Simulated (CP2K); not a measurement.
Here is a CP2K 2026.2 calculation.

File sn_bands.inp:

```
&GLOBAL
  PROJECT sn_bands
  RUN_TYPE ENERGY_FORCE
  PRINT_LEVEL LOW
&END GLOBAL
&FORCE_EVAL
  METHOD QS
  STRESS_TENSOR ANALYTICAL
  &DFT
    BASIS_SET_FILE_NAME BASIS_MOLOPT_UZH
    POTENTIAL_FILE_NAME POTENTIAL_UZH
    &MGRID
      CUTOFF 450
      REL_CUTOFF 60
      NGRIDS 4
    &END MGRID
    &QS
      METHOD GPW
      EPS_DEFAULT 1.0E-10
    &END QS
    &KPOINTS
      SCHEME MONKHORST-PACK 10 10 10
      GAMMA_CENTERED T
      SYMMETRY T
      SYMMETRY_BACKEND SPGLIB
    &END KPOINTS
    &SCF
      SCF_GUESS ATOMIC
      EPS_SCF 1.0E-6
      MAX_SCF 100
      ADDED_MOS 8
      CHOLESKY OFF
      EPS_EIGVAL 1.0E-7
      &DIAGONALIZATION ON
        ALGORITHM STANDARD
      &END DIAGONALIZATION
      &MIXING ON
        METHOD BROYDEN_MIXING
        ALPHA 0.4
        BETA 1.5
        NBUFFER 8
      &END MIXING
      &SMEAR ON
        METHOD METHFESSEL_PAXTON
        SIGMA [eV] 0.1
      &END SMEAR
    &END SCF
    &XC
      &XC_FUNCTIONAL
        &GGA_X_PBE
        &END GGA_X_PBE
        &GGA_C_PBE
        &END GGA_C_PBE
      &END XC_FUNCTIONAL
      &VDW_POTENTIAL
        POTENTIAL_TYPE PAIR_POTENTIAL
        &PAIR_POTENTIAL
          TYPE DFTD3(BJ)
          REFERENCE_FUNCTIONAL PBE
          PARAMETER_FILE_NAME dftd3.dat
          R_CUTOFF 20
        &END PAIR_POTENTIAL
      &END VDW_POTENTIAL
    &END XC
    &PRINT
      &KPOINTS ON
      &END KPOINTS
      &MULLIKEN ON
      &END MULLIKEN
      &MO ON
        ENERGIES T
        OCCUPATION_NUMBERS T
        &EACH
          QS_SCF 0
        &END EACH
        ADD_LAST NUMERIC
      &END MO
      &BAND_STRUCTURE
        FILE_NAME bands.bs
        ADDED_MOS 6
        &KPOINT_SET
          UNITS B_VECTOR
          NPOINTS 10
          SPECIAL_POINT X 0.00000000 -0.50000000 0.00000000
          SPECIAL_POINT GAMMA 0.00000000 0.00000000 0.00000000
          SPECIAL_POINT Y -0.50000000 0.50000000 0.00000000
        &END KPOINT_SET
        &KPOINT_SET
          UNITS B_VECTOR
          NPOINTS 10
          SPECIAL_POINT L -0.50000000 0.00000000 0.00000000
          SPECIAL_POINT GAMMA 0.00000000 0.00000000 0.00000000
          SPECIAL_POINT Z 0.50000000 0.00000000 -0.50000000
        &END KPOINT_SET
        &KPOINT_SET
          UNITS B_VECTOR
          NPOINTS 10
          SPECIAL_POINT N 0.50000000 -0.50000000 -0.50000000
          SPECIAL_POINT GAMMA 0.00000000 0.00000000 0.00000000
          SPECIAL_POINT M 0.00000000 0.50000000 -0.50000000
        &END KPOINT_SET
        &KPOINT_SET
          UNITS B_VECTOR
          NPOINTS 10
          SPECIAL_POINT R 0.00000000 0.00000000 -0.50000000
          SPECIAL_POINT GAMMA 0.00000000 0.00000000 0.00000000
        &END KPOINT_SET
      &END BAND_STRUCTURE
    &END PRINT
  &END DFT
  &SUBSYS
    &CELL
      ABC 3.3633790906 3.3875017467 3.2850759703
      ALPHA_BETA_GAMMA 105.0543096394 105.8747122496 120.1487123176
      PERIODIC XYZ
    &END CELL
    &COORD
      SCALED
      Sn  0.0000000000 0.0000000000 0.0000000000
    &END COORD
    &KIND Sn
      BASIS_SET TZVP-MOLOPT-PBE-GTH-q4
      POTENTIAL GTH-PBE-q4
    &END KIND
    &PRINT
      &ATOMIC_COORDINATES ON
      &END ATOMIC_COORDINATES
      &CELL ON
      &END CELL
    &END PRINT
  &END SUBSYS
  &PRINT
    &FORCES ON
    &END FORCES
    &STRESS_TENSOR ON
    &END STRESS_TENSOR
  &END PRINT
&END FORCE_EVAL
```

Potentials or basis: POTENTIAL_UZH Sn GTH-PBE-q4; TZVP-MOLOPT-PBE-GTH basis.

Launch:

```sh
$ OMP_NUM_THREADS=1 cp2k.psmp -i sn_bands.inp -o sn_bands.out
```

Q: Predict the pressure.

A: -0.1 GPa.

Q: What does it give for the band gap on the k mesh?

A: None (metal or under the smearing width).

Levels at the corners of the path, in eV from the Fermi level:
| point | band 1 | band 2 | band 3 | band 4 | band 5 |
| --- | --- | --- | --- | --- | --- |
| X | -5.87 | -4.29 | 3.16 | 4.94 | 7.72 |
| Γ | -11.14 | 6.37 | 7.87 | 9.00 | 10.77 |
| Y | -7.68 | -4.82 | 5.93 | 8.37 | 10.88 |
| L | -5.71 | -4.21 | 2.89 | 4.70 | 7.35 |
| Γ | -11.14 | 6.37 | 7.87 | 9.00 | 10.77 |
| Z | -6.09 | -4.36 | 3.10 | 5.29 | 7.40 |
| N | -3.29 | -1.79 | -1.18 | 2.25 | 3.58 |
| Γ | -11.14 | 6.37 | 7.87 | 9.00 | 10.77 |
| M | -6.11 | -4.35 | 3.12 | 5.05 | 7.41 |
| R | -6.89 | -4.72 | 5.26 | 7.65 | 10.23 |
| Γ | -11.14 | 6.37 | 7.87 | 9.00 | 10.77 |

Caveat: spin-orbit coupling is left out, which moves the levels of the heavy elements; the basis of atomic orbitals isn't converged, which shifts pressures, moduli and gaps; pairwise dispersion overbinds metals, which lowers pressure and volume.
